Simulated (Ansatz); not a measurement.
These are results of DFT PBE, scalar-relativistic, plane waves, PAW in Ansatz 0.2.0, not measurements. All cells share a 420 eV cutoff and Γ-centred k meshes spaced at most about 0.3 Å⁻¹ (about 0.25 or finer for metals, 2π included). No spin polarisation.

Temperature and zero-point effects are left out.

Compare these two cells of In4Sb3As, each relaxed at this level.

A. Space group Cmm2 (No. 35), orthorhombic, a = 6.049 Å, b = 12.297 Å, c = 6.228 Å. In on its first site is surrounded by 4 In at 3.02–3.12 Å and 2 Sb at 3.08–3.09 Å; In on its second site has 1 As at 2.95 Å, 4 In at 3.03–3.12 Å and 1 Sb at 3.20 Å; Sb on its first site is surrounded by 1 Sb at 2.87 Å, 2 As at 3.03 Å, 2 In at 3.20 Å and 1 Sb at 3.36 Å; around Sb on its second site lie 1 Sb at 2.87 Å, 2 Sb at 3.05 Å, 2 In at 3.09 Å and 1 Sb at 3.36 Å; As is surrounded by 1 Sb at 2.68 Å, 2 In at 2.95 Å and 2 Sb at 3.03 Å; 1 more site not described.

B. Space group P-4m2 (No. 115), tetragonal, a = 4.617 Å, c = 13.030 Å. In on its first site is surrounded by 4 Sb at 2.85–2.86 Å; In on its second site has 2 As at 2.74 Å and 2 Sb at 2.86 Å; Sb on a site of symmetry 2mm is surrounded by 4 In at 2.85–2.86 Å; around Sb on a site of symmetry -4m2 lie 4 In at 2.86 Å; As has 4 In at 2.74 Å.

Task: Which is lower in energy, and by how much?

Result: B is lower, by 193 meV/atom. A has space group Cmm2 (No. 35), 29.0 Å³/atom and no gap on its mesh; B has Sb and As ordered on zinc blende sites, space group P-4m2 (No. 115), 34.7 Å³/atom and no gap. Counting As or Sb atoms around In (for each partner element, those within 1.25 times its shortest distance or 1.15 times the sum of covalent radii, where it is the nearest in units of that sum or under 1.3), A has In 2 and B has In 4. A holds Sb–Sb chains (shortest 2.87 Å); in B the shortest Sb–Sb distance is 4.62 Å. The lower one is the more open, so pressure narrows the difference. Both come from invented guesses.

Spin–orbit coupling, which can matter for Sb, is left out. The zero gap of P-4m2 may come from the functional, which often closes small gaps. Cells relaxed within their symmetry can be saddle points.
